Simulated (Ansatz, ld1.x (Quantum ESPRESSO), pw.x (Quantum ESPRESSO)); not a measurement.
**Ga (fcc): variants of one ultrasoft potential in the solid**

```json
{
 "Element": "Ga (Z = 31)",
 "Generator": "ld1.x (Quantum ESPRESSO) 7.5",
 "Type": "ultrasoft",
 "Functional": "PBEsol",
 "Relativity": "scalar-relativistic",
 "Frozen core": "[Ar] 3d10",
 "Valence charge": "3",
 "Reference configuration": "4s2 4p1",
 "Partial waves": "4s (bound): rcut 1.40, rcutus 1.75 bohr; 4s channel at -0.35 Ry: rcut 1.40, rcutus 1.75 bohr; 4p (bound): rcut 2.50, rcutus 3.05 bohr; 4p channel at 3.65 Ry: rcut 2.50, rcutus 3.05 bohr; 4d channel at 0.35 Ry: rcut 2.05, rcutus 2.40 bohr; 4d channel at 2.4 Ry: rcut 2.05, rcutus 2.40 bohr",
 "Local potential": "all-electron potential smoothed inside 1.60 bohr (lloc = -2)",
 "Core correction": "Bessel-smoothed model core, default radius (core density twice the valence density)",
 "Augmentation charge": "PSQ, radius 1.50 bohr"
}
```

Crystal test: fcc Ga in pw.x 7.5, no spin, 14³ k-points, Fermi–Dirac smearing 0.01 Ry, cutoffs set for each file from its atomic test. The reference is all-electron LAPW (Ansatz 0.2.0) with the same functional, mesh and smearing; V0 and B0 come from Birch–Murnaghan fits to the pressures at five volumes. Errors are pseudo minus all-electron; Δ is the rms difference of the E(V) curves that follow from these fits, minima aligned, over ±6 % about the mean V0. Mesh and smearing are coarse, so the numbers serve the comparison and aren't converged zero-temperature values; the lattice is a test structure that the element need not adopt.

All-electron: a0 = 4.140 Å (V0 = 17.74 Å³/atom), B0 = 60.2 GPa.

Base: The largest radius (3.05 bohr) exceeds half the bond length (2.76 bohr), so the spheres overlap, which is one possible source of error among others. This is a poor potential for the solid. The logarithmic derivative shows an extra or strongly shifted pseudo pole above the reference energy (d near 1.43 Ry).

2 further variants are left out: they gave no file fit for a test, a broken result, the same result as the base, or pressures whose basis-set error rivals the error shown.

```tsv
change	cutoffs (Ry)	pw.x	a0 (Å)	a0 error (%)	B0 error (%)	Δ (meV/atom)	mean pressure error (GPa)
base	40/320	converged	4.114	-0.63	+9.0	4.5	-1.18
waves 4p (bound): rcut 1.86, rcutus 1.98 bohr; 4p channel at 3.65 Ry: rcut 1.86, rcutus 1.98 bohr	40/320	converged	4.124	-0.38	+5.9	2.7	-0.70
local potential all-electron potential smoothed inside 2.15 bohr (lloc = -1)	40/320	converged	4.117	-0.54	+8.7	3.9	-1.02
wave 4p channel at 3.65 Ry: rcut 2.50, rcutus 3.05 bohr becomes 4p channel at 6.68 Ry: rcut 2.50, rcutus 3.05 bohr	40/320	converged	4.171	+0.75	+2.1	5.5	+1.50
```
